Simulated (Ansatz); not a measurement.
# LiCl (COD cell start) from one functional to the next

The compound was started in one structure type and brought to zero pressure at each level (plane-wave PAW code Ansatz, Gaussian smearing of 0.05 eV, scalar-relativistic unless SOC, spin–orbit coupling, is named).

The start was a cell as deposited in COD.

The cell at PBEsol (neighbours within 15 % of each site's shortest distance, so a longer bond may be listed from one end only): Symmetry: Fm-3m, No. 225, cubic system. The conventional cell has a = 5.064 Å, b = 5.064 Å, c = 5.064 Å, α = 90.00°, β = 90.00°, γ = 90.00°. Li (site symmetry m-3m) has 6 Cl at 2.53 Å as nearest neighbours. Cl (site symmetry m-3m) is surrounded by 6 Li at 2.53 Å.

| level | cutoff (eV) | k-mesh | final group | a (Å) | V (Å³/atom) | gap (eV) | B0 (GPa) | E_f (eV/atom) |
| --- | --- | --- | --- | --- | --- | --- | --- | --- |
| PBEsol | 420 | 10×10×10 | Fm-3m | 5.064 | 16.24 | 6.35 | 35 | -1.89 |

What does PBE (420 eV, 12×12×12 mesh) give?

final group Fm-3m, a (Å) 5.150, V (Å³/atom) 17.08, gap (eV) 6.26, B0 (GPa) 32, E_f (eV/atom) -1.85.

Volumes against PBE: PBEsol −4.9 %. PBEsol < PBE is the usual order of volumes: a stronger gradient correction lowers the energy of inhomogeneous, expanded densities and so lengthens the bonds (here 1.7 % in length from PBEsol to PBE, a third of the change in volume). Of these two, the larger cell is the softer: stretching the PBEsol crystal to the PBE volume along its own (Murnaghan) curve would take its modulus to B0 (V0/V)^B0′ = 35 × (16.24/17.08)^4.3 = 28 GPa, against 32 GPa found, so volume alone would soften it more than is found. The formation energy spans 0.04 eV/atom over the functionals (PBEsol lowest, PBE highest); the spread holds the functional's effect on the elements as well as on the compound.

All functionals run on datasets generated with PBE. Gaps are (generalised) Kohn–Sham gaps. E_f is the formation energy from the elements run alike, at 0 K, without zero-point energy or any correction for the binding of gas molecules; it is good to about 0.01 eV/atom as a calculation.

All runs used the PAW datasets of the set soft_2.
